Question

The band gap is the least energy between a filled and an empty electron state. The direct gap is the least such energy between two states with the same wave vector k. The table gives both for layered MoTe2 at several levels of theory, all at one geometry.

Bulk 2H-MoTe2 (P6_3/mmc, 6 atoms per cell, a = 3.542 Å, c = 14.177 Å), computed with Ansatz 0.2.0, plane-wave PAW, no spin polarisation, at the geometry relaxed with r2SCAN+rVV10. The k mesh is 6×6×2 for HSE06 and PBE0 and 12×12×2 for the other levels. Gaps are the least over the mesh and selected further k points.

```
level of theory  band gap (eV)  least direct gap (eV)
            PBE          0.774                  1.002
         r2SCAN          0.884                  1.084
          HSE06          1.186                  1.409
        PBE+SOC          0.758                  0.930
           PBE0          1.830                  2.052
```

(a) Why does the gap widen from PBE to r2SCAN and further to HSE06?

(b) HSE06 and PBE0 both replace a quarter of PBE's exchange by exact exchange, HSE06 only at short distances, PBE0 at all distances. Estimate the difference between their gaps and compare it with the table.

(c) PBE+SOC adds spin-orbit coupling to PBE. Why does this change the two gaps so unequally?

Model answer

(a) An electron doesn't repel itself, and exchange is the term that removes this false self-repulsion. PBE does so only approximately, through one potential that acts on filled and empty states alike. Exact exchange works state by state: it pulls filled states down strongly and empty ones only weakly, so mixing it in widens the gap, here by 0.41 eV from PBE to HSE06. r2SCAN contains no exact exchange, but its energy also depends on the local kinetic energy of the filled orbitals. The potential that follows from this responds to how rapidly a state varies in space, so it can treat states somewhat differently. Theory thus allows it a modest widening, and the table shows 0.11 eV.

(b) What PBE0 has and HSE06 lacks is exact exchange through the long-range part of the electron repulsion. In atomic units this part is

v(r) = erf(ωr)/r,

where r is the distance between two electrons and ω, about 0.11 per bohr, sets where HSE06 switches exact exchange off. At small r it hardly varies and is close to the constant

C = 2ω/√π.

Suppose that it equals C everywhere. Exact exchange then lowers each filled state by C, the false repulsion of an electron with itself, and leaves empty states where they are. The PBE exchange that it replaces describes the same effect as a hole of exactly one missing electron around each electron. This gives an energy of −C/2 per electron, and hence a potential of −C/2 for every state, filled or empty.

Replacing a quarter of one by the other moves the states by

filled: ¼(−C + C/2) = −C/8
empty: ¼(0 + C/2) = +C/8

The gap opens by the difference, C/4. With 27.2 eV to the hartree,

C/4 = ¼ × 2 × 0.11/√π × 27.2 eV ≈ 0.84 eV.

The table gives 1.830 − 1.186 = 0.644 eV, about three quarters of the estimate. An estimate that is too high is what the simplification should produce, because the true interaction weakens with distance. At the spacing of neighbouring cells within a layer it has already lost about 15 % of its strength, and the exchange hole reaches over several atoms.

(c) Without spin-orbit coupling, the highest filled state lies at k = 0 (the point Γ), while the direct gap lies at K, a corner of the hexagonal zone. At K the top filled states are Mo d orbitals in which the electron circulates around the atom, so its energy depends on whether its spin points along or against that motion. In a single layer the level therefore splits, and its upper half rises by about 0.11 eV (a recalled value). In the bulk, the electron circulates in opposite senses in neighbouring layers, so each level keeps both spins. The coupling between the layers has already separated two such levels, and spin-orbit coupling only pushes them further apart. The upper one therefore rises by less than in a single layer. The direct gap shrinks by 0.07 eV, to which a small splitting of the lowest empty level at K can also contribute.

At Γ the top filled state has no such circulation, so it should move little. The band gap runs from there to an empty state between Γ and K. It falls by only 0.02 eV, which suggests that the empty state moves little as well. These positions come from the PBE run without spin-orbit coupling. The character of the orbitals is expected from theory and was not computed here. It also remains open whether Γ stays highest, because spin-orbit coupling lifts the filled level at K towards the one at Γ and could even carry it past.

Remarks on the reasoning

The estimate in (b) rests on a recalled value of ω and was not adjusted to any row. Its size is one test; the printed output after this text holds the others. A constant interaction should also open both gaps equally, and from HSE06 to PBE0 they do, by 0.64 eV each. This agreement is weaker evidence than it looks, since the step from PBE to HSE06, which involves only short distances, also opens both gaps almost equally.

The band edges discriminate better, provided that the runs share one zero of energy, as plane-wave runs of the same cell normally do. From HSE06 to PBE0 the filled edge falls by 0.33 eV and the empty edge, read on the k mesh, rises by 0.32 eV, the symmetric motion that the derivation demands. From PBE to HSE06 the filled edge falls by a similar amount, but the empty one rises by only 0.09 eV. At short distances the interaction is far from constant, and the simple argument no longer holds.

A wider gap need not be a better one. The measured gap is roughly 1 eV (a recalled value), and PBE0 lies far above it. In a real crystal the other electrons screen exchange at long range, the more strongly the more polarisable the material. MoTe2 is highly polarisable, so a full quarter of long-range exact exchange is too much for it. In a wide-gap insulator, which screens weakly, the same quarter need not be too much and can even be too little.

It remains open how firm the 0.64 eV is. Long-range exchange converges slowly with the k mesh, and both hybrids were run on a single, fairly coarse one. Repeating the pair on a denser mesh would show how much of the difference belongs to the crystal.

Printed output of the fit:

```
Changes against PBE in eV:
      row  band gap change  direct gap change  band gap change in percent  direct less band gap
      PBE                0                  0                           0                 0.228
   r2SCAN             0.11              0.082                       14.21                   0.2
    HSE06            0.412              0.407                       53.23                 0.223
  PBE+SOC           -0.016             -0.072                      -2.067                 0.172
     PBE0            1.056               1.05                       136.4                 0.222
Band gap, PBE0 less HSE06 (eV): 0.644
Direct gap, PBE0 less HSE06 (eV): 0.643
Share of the rise from PBE to PBE0 that comes after HSE06 (percent): 60.98
Estimated opening by long-range exchange, constant interaction (eV): 0.8444
Estimated shift of each band edge, down and up (eV): 0.4222
Computed opening as percent of the estimate: 76.27
Long-range interaction at the Mo-Te distance, percent of its value at zero distance: 90.29
Long-range interaction at the in-plane lattice constant, percent of its value at zero distance: 84.49
Valence edge, HSE06 to PBE0 (eV): -0.3308
Conduction edge on the mesh, HSE06 to PBE0 (eV): 0.3187
Valence edge, PBE to HSE06 (eV): -0.3189
Conduction edge, PBE to HSE06 (eV): 0.09319
Miss of PBE0 direct gap if HSE06 gaps open equally (eV): 0.001
Miss of PBE0 direct gap if HSE06 gaps open in proportion (eV): 0.1221
Miss of HSE06 direct gap if PBE gaps open equally (eV): 0.005
Miss of HSE06 direct gap if PBE gaps open in proportion (eV): 0.1264
Half the recalled spin splitting at K (eV): 0.11
HSE06 band gap with the PBE spin-orbit shift added (eV): 1.17
HSE06 direct gap with the PBE spin-orbit shift added (eV): 1.337
Mesh-only gap less band gap, HSE06 (eV): 0.1229
Mesh-only gap less band gap, PBE0 (eV): 0.1284
```
